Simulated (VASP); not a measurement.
A run of VASP 6.6.1:

INCAR

```
ALGO = Normal
EDIFF = 1E-6
ENCUT = 520
ISIF = 2
ISMEAR = -1
LASPH = True
LCHARG = True
LELF = True
LMIXTAU = True
LREAL = False
LVHAR = True
LWAVE = False
METAGGA = SCAN
NBANDS = 16
NELM = 80
PREC = Accurate
SIGMA = 0.05
```

KPOINTS

```
k-points
0
Gamma
  16 16 4
```

The input POSCAR:

```
C
1.0
    2.4610000000      0.0000000000      0.0000000000
   -1.2305000000      2.1312885187      0.0000000000
    0.0000000000      0.0000000000      6.7080000000
C
4
Direct
    0.0000000000      0.0000000000      0.2500000000
    0.3333333333      0.6666666667      0.2500000000
    0.5000000000      0.0000000000      0.7500000000
    0.8333333333      0.6666666667      0.7500000000
```

Potentials or basis: VASP PAW PBE potentials, release 64 (C).

Run with:

```sh
$ cat potpaw_PBE.64/C/POTCAR > POTCAR
$ mpirun -np 1 vasp_std > vasp.out
```

Hardware: 1 thread of Intel(R) Xeon(R) Platinum 8488C (Sapphire Rapids), with other jobs on the host.

Question: Estimate the wall time of this run.

Answer: Wall time 6.4 min on 1 thread of Intel(R) Xeon(R) Platinum 8488C (Sapphire Rapids), on a shared host, peak memory 0.21 GiB. Counts: scf iterations 21, k points 219.
